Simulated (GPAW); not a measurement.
# BaF2 (Frankdicksonite) (Fm-3m) in GPAW: a series of runs

One crystal, BaF2 (Frankdicksonite), is run at these levels: PBE, PBEsol; tasks: one-shot levels of the hybrid HSE06, equation of state.

All numbers are computed with GPAW 26.7.0; they aren't measurements. Logs are shortened: lines on timing, memory, paths and dates and some standing lists are left out, and cuts for length are marked. The log counts tension as positive stress, the text compression.

### 1 The structure

Symmetry: Fm-3m, No. 225, cubic system. The conventional cell has a = 6.200 Å, b = 6.200 Å, c = 6.200 Å, α = 90.00°, β = 90.00°, γ = 90.00°. Around Ba (site symmetry m-3m) lie 8 F at 2.68 Å. Around F (site symmetry -43m) lie 4 Ba at 2.68 Å.

### 2 One-shot levels of the hybrid HSE06, PBE

run.py

```python
import numpy as np
from ase.dft.bandgap import bandgap
from ase.io import read, write
from ase.units import GPa
from gpaw import GPAW, PW
from gpaw.hybrids import NonSelfConsistentHybridXCCalculator
from gpaw.hybrids.energy import non_self_consistent_energy

atoms = read('POSCAR')

calc = GPAW(mode=PW(600),
            xc='PBE',
            kpts={'size': (5, 5, 5), 'gamma': True},
            occupations={'name': 'fermi-dirac', 'width': 0.05},
            nbands=24,
            convergence={'density': 1e-05, 'energy': 1e-05, 'bands': 20, 'eigenstates': 1e-07},
            maxiter=150,
            txt='gpaw.txt')
atoms.calc = calc
energy = atoms.get_potential_energy()
forces = atoms.get_forces()
stress = atoms.get_stress()
calc.write('gs.gpw')
write('result.traj', atoms)
print(f'Energy: {energy:.6f} eV')
print('Forces (eV/A):')
print(forces.round(4))
print('Stress (GPa):', (stress / GPa).round(3))
print('Fermi level:', round(calc.get_fermi_level(), 4), 'eV')
print(f'Gap: {bandgap(calc)[0]:.4f} eV, direct: {bandgap(calc, direct=True)[0]:.4f} eV')

for xc in ['HSE06', 'HSE03', 'PBE0']:
    e = non_self_consistent_energy(calc, xc).sum()
    print(f'{xc} energy on these orbitals: {e:.6f} eV')
    nsc = NonSelfConsistentHybridXCCalculator.from_dft_calculation(
        calc.dft, xc, log=f'levels-{xc}.txt')
    dft_skn, hyb_skn = nsc.calculate(calc.dft.ibzwfs, 0, 20)
    np.savetxt(f'levels-{xc}.dat', hyb_skn.reshape((-1, hyb_skn.shape[-1])), fmt='%.4f')
```

POSCAR

```
BaF2
1.0
    0.0000000000      3.1000500000      3.1000500000
    3.1000500000      0.0000000000      3.1000500000
    3.1000500000      3.1000500000      0.0000000000
Ba F
1 2
Direct
    0.0000000000      0.0000000000      0.0000000000
    0.7500000000      0.7500000000      0.7500000000
    0.2500000000      0.2500000000      0.2500000000
```

Potentials or basis: GPAW PAW data sets (gpaw-data 1.2.1), pw.

Run with:

```sh
OMP_NUM_THREADS=1 python run.py
```

gpaw.txt:

```text
__  _  _
 | _ |_)|_||  |
 |__||  | ||/\| - 26.7.0

Input parameters:
  mode=PW(ecut=600.0),
  convergence={'density': 1e-05, 'energy': 1e-05, 'bands': 20, 'eigenstates': 1e-07},
  kpts=MonkhorstPack(size=(5, 5, 5), gamma=True),
  maxiter=150,
  nbands=24,
  occupations=Occupations(name='fermi-dirac', width=0.05),
  xc=XC(name='PBE')

Diagonalizing LCAO Hamiltonian
Converting LCAO to pw mode

                     F

            F

       Ba

Atoms  # Å, Bohr magnetons
|   | symbol |        x |        y |        z |    initial magnetic moments |
|---|--------|----------|----------|----------|-----------------------------|
| 0 |     Ba | 0.000000 | 0.000000 | 0.000000 | ( 0.0000,  0.0000,  0.0000) |
| 1 |      F | 4.650075 | 4.650075 | 4.650075 | ( 0.0000,  0.0000,  0.0000) |
| 2 |      F | 1.550025 | 1.550025 | 1.550025 | ( 0.0000,  0.0000,  0.0000) |

Unit cell  # Å
| periodic |        x |        y |        z |  lengths |    angles |
|----------|----------|----------|----------|----------|-----------|
|      yes | 0.000000 | 3.100050 | 3.100050 | 4.384133 | 60.000000 |
|      yes | 3.100050 | 0.000000 | 3.100050 | 4.384133 | 60.000000 |
|      yes | 3.100050 | 3.100050 | 0.000000 | 4.384133 | 60.000000 |

Number of symmetries: 48
Symmetry operations  # r_c * U_cc + t_c -> r_c
|    | kind |            matrix            |
|----|------|------------------------------|
|  0 |  σ   |  1, 0, 0,  1, 0,-1,  1,-1, 0 |
|  1 |  C2  |  1, 0, 0,  1,-1, 0,  1, 0,-1 |
|  2 |  E   |  1, 0, 0,  0, 1, 0,  0, 0, 1 |
|  3 |  σ   |  1, 0, 0,  0, 0, 1,  0, 1, 0 |
|  4 |  C4  |  1, 0,-1,  1, 0, 0,  1,-1, 0 |
|  5 |  S6  |  1, 0,-1,  1,-1, 0,  1, 0, 0 |
|  6 |  σ   |  1, 0,-1,  0, 1,-1,  0, 0,-1 |
|  7 |  C3  |  1, 0,-1,  0, 0,-1,  0, 1,-1 |
|  8 |  S6  |  1,-1, 0,  1, 0, 0,  1, 0,-1 |
|  9 |  C4  |  1,-1, 0,  1, 0,-1,  1, 0, 0 |
| 10 |  C3  |  1,-1, 0,  0,-1, 1,  0,-1, 0 |
| 11 |  σ   |  1,-1, 0,  0,-1, 0,  0,-1, 1 |
| 12 |  σ   |  0, 1, 0,  1, 0, 0,  0, 0, 1 |
| 13 |  C4  |  0, 1, 0,  0, 1,-1, -1, 1, 0 |
| 14 |  C3  |  0, 1, 0,  0, 0, 1,  1, 0, 0 |
| 15 |  S6  |  0, 1, 0, -1, 1, 0,  0, 1,-1 |
| 16 |  C2  |  0, 1,-1,  1, 0,-1,  0, 0,-1 |
| 17 |  σ   |  0, 1,-1,  0, 1, 0, -1, 1, 0 |
| 18 |  S4  |  0, 1,-1,  0, 0,-1,  1, 0,-1 |
| 19 |  C4  |  0, 1,-1, -1, 1, 0,  0, 1, 0 |
| 20 |  C3  |  0, 0, 1,  1, 0, 0,  0, 1, 0 |
| 21 |  σ   |  0, 0, 1,  0, 1, 0,  1, 0, 0 |
| 22 |  S6  |  0, 0, 1,  0,-1, 1, -1, 0, 1 |
| 23 |  C4  |  0, 0, 1, -1, 0, 1,  0,-1, 1 |
| 24 |  S4  |  0, 0,-1,  1, 0,-1,  0, 1,-1 |
| 25 |  C3  |  0, 0,-1,  0, 1,-1,  1, 0,-1 |
| 26 |  C2  |  0, 0,-1,  0,-1, 0, -1, 0, 0 |
| 27 |  S6  |  0, 0,-1, -1, 0, 0,  0,-1, 0 |
| 28 |  S4  |  0,-1, 1,  1,-1, 0,  0,-1, 0 |
| 29 |  C4  |  0,-1, 1,  0, 0, 1, -1, 0, 1 |
| 30 |  C2  |  0,-1, 1,  0,-1, 0,  1,-1, 0 |
| 31 |  σ   |  0,-1, 1, -1, 0, 1,  0, 0, 1 |
| 32 |  C3  |  0,-1, 0,  1,-1, 0,  0,-1, 1 |
| 33 |  S6  |  0,-1, 0,  0, 0,-1, -1, 0, 0 |
| 34 |  S4  |  0,-1, 0,  0,-1, 1,  1,-1, 0 |
| 35 |  C2  |  0,-1, 0, -1, 0, 0,  0, 0,-1 |
| 36 |  C2  | -1, 1, 0,  0, 1, 0,  0, 1,-1 |
| 37 |  S6  | -1, 1, 0,  0, 1,-1,  0, 1, 0 |
| 38 |  S4  | -1, 1, 0, -1, 0, 1, -1, 0, 0 |
| 39 |  C3  | -1, 1, 0, -1, 0, 0, -1, 0, 1 |
| 40 |  S6  | -1, 0, 1,  0, 0, 1,  0,-1, 1 |
| 41 |  C2  | -1, 0, 1,  0,-1, 1,  0, 0, 1 |
| 42 |  C3  | -1, 0, 1, -1, 1, 0, -1, 0, 0 |
[... 72 lines left out ...]
    |    d |        |      27.211 |    1.164 |

    Using partial waves for Ba as LCAO basis

  F:
    name:    Fluorine
    Z:       9.0
    valence: 7
    core:    2
    charge:  0.0  # [|e|]
    compensation charges:
      type: gauss
      rc: 0.20  # [Å]
      lmax: 2
    cutoffs:
      filter: 1.14  # [Å]
      core: 0.74  # [Å]
    projectors
    | kind |    occ | energy [eV] | rcut [Å] |
    |------|--------|-------------|----------|
    |   2s |  2.000 |     -29.898 |    0.635 |
    |   2p |  5.000 |     -11.110 |    0.635 |
    |    s |        |      -2.687 |    0.635 |
    |    p |        |      16.102 |    0.635 |
    |    d |        |       0.000 |    0.635 |

    Using partial waves for F as LCAO basis

Reference energy: -226706.004082  # eV

eigensolver:
  PPCG
  Converge bands: 20
  niter=2

density mixing:
  MSR1-Mixer
  Pratt-step length: 0.05
  Maximum mixing coefficient: 0.75
  Old densities: 10
  SVD Regularization: 0.005
  Good broyden scale: 1.0
  Trust region scale: 1.0
  Backstep threshold: 4.0
  History deletion threshold: 6.0
  Fourier metric: weight=20.0, sigma=0.015

occupation numbers:
  Fermi-Dirac:
    width: 0.0500  # eV

poisson solver:
  ecut: 4800.0  # eV

xc functional:
  name: PBE with 2 nearest neighbor stencil

convergence criteria:
- Maximum integral of absolute [dens]ity change: 1e-05 electrons / valence electron
- Maximum [total energy] change in last 3 cyles: 1e-05 eV / valence electron
- Maximum integral of absolute [eigenst]ate change: 1e-07 eV^2 / valence electron
maximum number of iterations: 150

SCF iterations
|iter     | |      energy | eigst |  dens |
|---------|-|-------------|-------|-------|
|iter:   1| |  -17.831727 | +2.35 |       |
|iter:   2| |  -17.587002 | +1.10 | -1.11 |
|iter:   3| |  -16.921046 | -0.15 | -1.16 |
|iter:   4| |  -16.939516 | -2.36 | -1.53 |
|iter:   5| |  -16.960332 | -2.38 | -1.80 |
|iter:   6| |  -16.960565 | -4.14 | -2.75 |
|iter:   7| |  -16.960622 | -4.94 | -3.14 |
|iter:   8| |  -16.960623c| -6.26 | -3.87 |
|iter:   9| |  -16.960623c| -7.88c| -4.83 |
|iter:  10| |  -16.960623c| -7.11c| -5.30c|

Converged in 10 steps
Energy contributions relative to reference atoms: (reference = -226706.004082)

Energy contributions:
  Kinetic:          22.597665
  Coulomb:         -21.498459
  Zero:              0.382281
  External:          0.000000
  Xc:              -18.442110
  Entropy:          -0.000000
  Spinorbit:         0.000000
  ----------------------------
  Free energy:     -16.960623
  Extrapolated:    -16.960623

dipole moment: (-37.506738, -37.506738, -37.506738)  # |e|*Ang

Fermi level: 4.042
Eigenvalues  # (at kpt = [0.000, 0.000, 0.000])
| band index |      eig [eV] | occ [0-2] |
|------------|---------------|-----------|
|          0 |       -21.200 |     2.000 |
|        ... |               |           |
|          4 |        -6.062 |     2.000 |
|          5 |        -6.062 |     2.000 |
|          6 |         0.356 |     2.000 |
|          7 |         0.356 |     2.000 |
|          8 |         0.356 |     2.000 |
|          9 |         1.764 |     2.000 |
[... 8 lines left out ...]
|         18 |        17.177 |     0.000 |
|         19 |        17.177 |     0.000 |
|        ... |               |           |
|         23 |        25.608 |     0.000 |

Gap: 6.783 eV
Transition (v -> c):
  (s=0, k=4, n=11, [0.40, 0.20, 0.20]) -> (s=0, k=0, n=12, [0.00, 0.00, 0.00])
Direct/indirect transitions are different
Direct gap: 6.865 eV
Transition at: (s=0, k=0, n=11, [0.00, 0.00, 0.00])

Forces  # eV/Ang
|        x |        y |        z |
|----------|----------|----------|
|  0.00000 | -0.00000 | -0.00000 |  # Ba   0
| -0.00000 |  0.00000 |  0.00000 |  # F    1
|  0.00000 |  0.00000 |  0.00000 |  # F    2

Stress tensor  # eV/Ang^3
|         x |         y |         z |
|-----------|-----------|-----------|
| -0.012347 |  0.000000 |  0.000000 |
|  0.000000 | -0.012347 | -0.000000 |
|  0.000000 | -0.000000 | -0.012347 |

# Writing to gs.gpw (mode='')
```

stdout:

```text
Energy: -16.960623 eV
Forces (eV/A):
[[ 0. -0. -0.]
 [-0.  0.  0.]
 [ 0.  0.  0.]]
Stress (GPa): [-1.978 -1.978 -1.978 -0.     0.     0.   ]
Fermi level: 4.0425 eV
Gap: 6.7833 eV, direct: 6.8650 eV
IBZ(<points: 10, symmetries: 48>)
Occupied bands: 12
DFT energy: -16.960622872523665 eV
minus DFT-XC energy: 18.442110127051844 eV
Core-core contribution:          -1367.184
Valence-core contribution:         -16.027
Valence-valence contribution:      -71.939
HSE06 energy on these orbitals: -38.911480 eV
IBZ(<points: 10, symmetries: 48>)
Occupied bands: 12
DFT energy: -16.960622872523665 eV
minus DFT-XC energy: 18.442110127051844 eV
Core-core contribution:          -1367.184
Valence-core contribution:         -16.027
Valence-valence contribution:      -72.293
HSE03 energy on these orbitals: -60.955236 eV
IBZ(<points: 10, symmetries: 48>)
Occupied bands: 12
DFT energy: -16.960622872523665 eV
minus DFT-XC energy: 18.442110127051844 eV
Core-core contribution:          -1367.184
Valence-core contribution:         -16.027
Valence-valence contribution:      -81.929
PBE0 energy on these orbitals: -20.503334 eV
```

It took 14 min on 1 thread of Intel Xeon Platinum 8375C at 2.90GHz (Ice Lake), shared host; peak memory 0.93 GiB.

What came out:

| Quantity | Value |
| --- | --- |
| Free energy | -16.9606 eV |
| Pressure | 2.0 GPa |
| Band gap on the k mesh | 6.78 eV, indirect (least direct gap 6.86 eV) |
| Band gap of the one-shot hybrid | 8.86 eV |
| Direct band gap of the one-shot hybrid | 8.96 eV |

Levels at points of the mesh, in eV from the valence-band top:
```tsv
k point	band 8	band 9	band 10	band 11	band 12	band 13	band 14	band 15	band 16	band 17
(0.00, 0.00, 0.00)	-1.49	-1.49	-0.08	-0.08	-0.08	6.78	9.21	9.21	11.42	11.42
```

Band gaps from one-shot exact exchange on these states (eV): hse06 8.86, hse03 8.98, pbe0 9.64

Caveat: the k mesh is coarse; the cutoff is short for stress and forces, so pressures can be off by a GPa or more; energy and the plain gap are those of the semilocal run; the hybrids' values are one shot on its orbitals and mesh; spin-orbit coupling is left out, which moves the levels of the heavy elements; an odd mesh through Γ misses points on the zone boundary, where band edges often lie.

### 3 Equation of state, PBEsol

run.py

```python
from ase.eos import EquationOfState
from ase.io import Trajectory
from ase.spacegroup import crystal
from ase.units import GPa
from gpaw import GPAW, PW, setup_paths

setup_paths.insert(0, '.')

# Ba 4a
# F 8c
atoms = crystal(['Ba', 'F'],
                basis=[[0.0, 0.0, 0.0],
                       [0.25, 0.25, 0.75]],
                spacegroup=225, setting=1,  # Fm-3m
                cellpar=[6.2001, 6.2001, 6.2001, 90.0, 90.0, 90.0],
                primitive_cell=True)

traj = Trajectory('eos.traj', 'w')
volumes, energies = [], []
for x in [0.94, 0.96, 0.98, 1.0, 1.02, 1.04, 1.06]:
    a = atoms.copy()
    a.set_cell(atoms.cell * x**(1 / 3), scale_atoms=True)
    calc = GPAW(mode=PW(800),
                xc='PBEsol',
                kpts={'size': (6, 6, 6), 'gamma': True},
                occupations={'name': 'fermi-dirac', 'width': 0.05},
                nbands=22,
                convergence={'density': 1e-05, 'energy': 1e-05},
                maxiter=150,
                txt=f'eos-{x:.2f}.txt')
    a.calc = calc
    energies.append(a.get_potential_energy(force_consistent=True))
    volumes.append(a.get_volume())
    p = -a.get_stress()[:3].mean() / GPa
    calc.write(f'eos-{x:.2f}.gpw')
    traj.write(a)
    print(f'{x:.2f} {volumes[-1]:10.4f} A^3 {energies[-1]:14.6f} eV {p:9.3f} GPa', flush=True)

v0, e0, B = EquationOfState(volumes, energies, eos='birchmurnaghan').fit()
print(f'V0 = {v0:.4f} A^3, E0 = {e0:.6f} eV, B0 = {B / GPa:.2f} GPa')
```

Potentials or basis: PAW data sets generated in the run's folder for this functional, pw.

Run with:

```sh
gpaw-setup -f PBEsol Ba F
OMP_NUM_THREADS=1 python run.py
```

The program printed:

```text
__  _  _
 | _ |_)|_||  |
 |__||  | ||/\| - 26.7.0

Input parameters:
  mode=PW(ecut=800.0),
  convergence={'density': 1e-05, 'energy': 1e-05},
  kpts=MonkhorstPack(size=(6, 6, 6), gamma=True),
  maxiter=150,
  nbands=22,
  occupations=Occupations(name='fermi-dirac', width=0.05),
  xc=XC(name='PBEsol')

Diagonalizing LCAO Hamiltonian
Converting LCAO to pw mode

                     F

            F

       Ba

Atoms  # Å, Bohr magnetons
|   | symbol |        x |        y |        z |    initial magnetic moments |
|---|--------|----------|----------|----------|-----------------------------|
| 0 |     Ba | 0.000000 | 0.000000 | 0.000000 | ( 0.0000,  0.0000,  0.0000) |
| 1 |      F | 4.555149 | 4.555149 | 4.555149 | ( 0.0000,  0.0000,  0.0000) |
| 2 |      F | 1.518383 | 1.518383 | 1.518383 | ( 0.0000,  0.0000,  0.0000) |

Unit cell  # Å
| periodic |        x |        y |        z |  lengths |    angles |
|----------|----------|----------|----------|----------|-----------|
[... 202 lines left out ...]
Converged in 10 steps
Energy contributions relative to reference atoms: (reference = -226602.754317)

Energy contributions:
  Kinetic:          23.055164
  Coulomb:         -21.394507
  Zero:              0.121673
  External:          0.000000
  Xc:              -19.323732
  Entropy:          -0.000000
  Spinorbit:         0.000000
  ----------------------------
  Free energy:     -17.541403
  Extrapolated:    -17.541403

dipole moment: (-36.699170, -36.699170, -36.699170)  # |e|*Ang

Fermi level: 4.611
Eigenvalues  # (at kpt = [0.000, 0.000, 0.000])
| band index |      eig [eV] | occ [0-2] |
|------------|---------------|-----------|
|          0 |       -20.665 |     2.000 |
|        ... |               |           |
|          4 |        -5.412 |     2.000 |
|          5 |        -5.412 |     2.000 |
|          6 |         0.509 |     2.000 |
|          7 |         0.509 |     2.000 |
|          8 |         0.509 |     2.000 |
|          9 |         2.119 |     2.000 |
[... 8 lines left out ...]
|         18 |        17.851 |     0.000 |
|         19 |        17.851 |     0.000 |
|        ... |               |           |
|         21 |        23.018 |     0.000 |

Gap: 6.931 eV
Transition (v -> c):
  (s=0, k=3, n=11, [0.33, 0.17, 0.17]) -> (s=0, k=0, n=12, [0.00, 0.00, 0.00])
Direct/indirect transitions are different
Direct gap: 7.028 eV
Transition at: (s=0, k=0, n=11, [0.00, 0.00, 0.00])

Stress tensor  # eV/Ang^3
|         x |         y |         z |
|-----------|-----------|-----------|
| -0.012639 |  0.000000 | -0.000000 |
|  0.000000 | -0.012639 |  0.000000 |
| -0.000000 |  0.000000 | -0.012639 |

# Writing to eos-0.94.gpw (mode='')
```

stdout:

```text
0.94    56.0098 A^3     -17.541403 eV     2.025 GPa
0.96    57.2015 A^3     -17.559459 eV     0.531 GPa
0.98    58.3932 A^3     -17.567155 eV    -0.794 GPa
1.00    59.5849 A^3     -17.564652 eV    -1.970 GPa
1.02    60.7766 A^3     -17.553953 eV    -3.011 GPa
1.04    61.9683 A^3     -17.536138 eV    -3.936 GPa
1.06    63.1600 A^3     -17.511681 eV    -4.755 GPa
V0 = 58.6869 A^3, E0 = -17.567235 eV, B0 = 61.31 GPa
```

Wall time 2.1 min (1 thread of Intel Xeon Platinum 8375C at 2.90GHz (Ice Lake), shared host); peak memory 0.28 GiB.

Results:

```
Equilibrium volume                      : 19.56 Å³/atom
Bulk modulus                            : 61 GPa
Pressure derivative of the bulk modulus : 5.6 (rough: it moves with the points fitted)
```

Energy against volume, from the lowest point:
| volume (Å³/atom) | energy (meV/atom) |
| --- | --- |
| 18.670 | 8.58 |
| 19.067 | 2.57 |
| 19.464 | 0.00 |
| 19.862 | 0.83 |
| 20.259 | 4.40 |
| 20.656 | 10.34 |
| 21.053 | 18.49 |

The run has no spin-orbit coupling, so splittings on Ba are missing.
